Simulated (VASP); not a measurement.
TiO2 in VASP 6.6.1, single-point calculation

INCAR

```
NBANDS = 19
NELM = 70
ISIF = 2
NSW = 0
LCHARG = .FALSE.
LREAL = .FALSE.
PREC = Accurate
ISMEAR = -1
GGA = PE
SIGMA = 0.02
IBRION = -1
ENCUT = 520
EDIFF = 1E-7
LWAVE = .FALSE.
LASPH = .TRUE.
```

KPOINTS

```
KPOINTS created by Atomic Simulation Environment
0
Gamma
5 5 5
0 0 0
```

POSCAR

```
Ti O
 1.0000000000000000
    -0.0302000000000000    4.4991500000000002    4.4991500000000002
     4.4991500000000002   -0.0302000000000000    4.4991500000000002
     4.4991500000000002    4.4991500000000002   -0.0302000000000000
 Ti  O
   1   2
Cartesian
 -0.0000000000000000  0.0000000000000000 -0.0000000000000000
  2.2457489564249724  2.2457489564249724  2.2457489564249729
  6.7223510435750287  6.7223510435750287  6.7223510435750278
```

The recommended PBE PAW datasets give the neutral cell 24 valence electrons.

Command

```
mpirun -np 1 vasp_std
```

OSZICAR

```
N       E                     dE             d eps       ncg     rms          rms(c)
DAV:   1     0.157405399061E+03    0.15741E+03   -0.10692E+04   858   0.103E+03
DAV:   2     0.299736685339E+00   -0.15711E+03   -0.15049E+03   975   0.243E+02
DAV:   3    -0.265034463180E+02   -0.26803E+02   -0.26592E+02   922   0.981E+01
DAV:   4    -0.274284433575E+02   -0.92500E+00   -0.92252E+00  1080   0.181E+01
DAV:   5    -0.274430646204E+02   -0.14621E-01   -0.14618E-01   972   0.223E+00    0.219E+01
DAV:   6    -0.719235897988E+02   -0.44481E+02   -0.57431E+02   922   0.505E+01    0.677E+01
DAV:   7    -0.159031078492E+02    0.56020E+02   -0.31213E+02   901   0.580E+01    0.157E+01
DAV:   8    -0.125697521297E+02    0.33334E+01   -0.26097E+00   833   0.840E+00    0.149E+01
DAV:   9    -0.256163098892E+02   -0.13047E+02   -0.14846E+02   866   0.130E+01    0.558E+01
DAV:  10    -0.765868776466E+01    0.17958E+02   -0.24389E+01   807   0.128E+01    0.365E+00
...
DAV:  30    -0.766272019126E+01    0.81205E-04   -0.34200E-04   722   0.567E-02    0.535E-02
DAV:  31    -0.766273753046E+01   -0.17339E-04   -0.14912E-04   954   0.199E-02    0.937E-02
DAV:  32    -0.766273253980E+01    0.49907E-05   -0.17649E-04   722   0.301E-02    0.633E-02
DAV:  33    -0.766272911974E+01    0.34201E-05   -0.97144E-06   722   0.112E-02    0.281E-02
DAV:  34    -0.766272813727E+01    0.98247E-06   -0.55834E-06   582   0.411E-03    0.202E-03
DAV:  35    -0.766272826963E+01   -0.13236E-06   -0.31723E-07   418   0.361E-03    0.604E-03
DAV:  36    -0.766272838984E+01   -0.12021E-06   -0.20090E-06   424   0.343E-03    0.107E-02
DAV:  37    -0.766272816947E+01    0.22037E-06   -0.69363E-07   418   0.245E-03    0.110E-03
DAV:  38    -0.766272823971E+01   -0.70243E-07   -0.83366E-09   361   0.635E-04
   1 F= -.76627282E+01 E0= -.76574515E+01  d E =-.105534E-01
```

It converged. Results: gap between bands v and c on the k mesh 0.04 eV; least direct gap on the k mesh 0.04 eV; pressure -5.7 GPa; largest force 0.04 eV/Å. Band v is the last that the valence electrons fill when counted band by band, and c is the next.

Problem. What is wrong with this input?

Solution. Cell typed in bohr. On sound settings PBE gives a gap of 1.14 eV on its mesh and a pressure of 9.6 GPa for the intended cell.
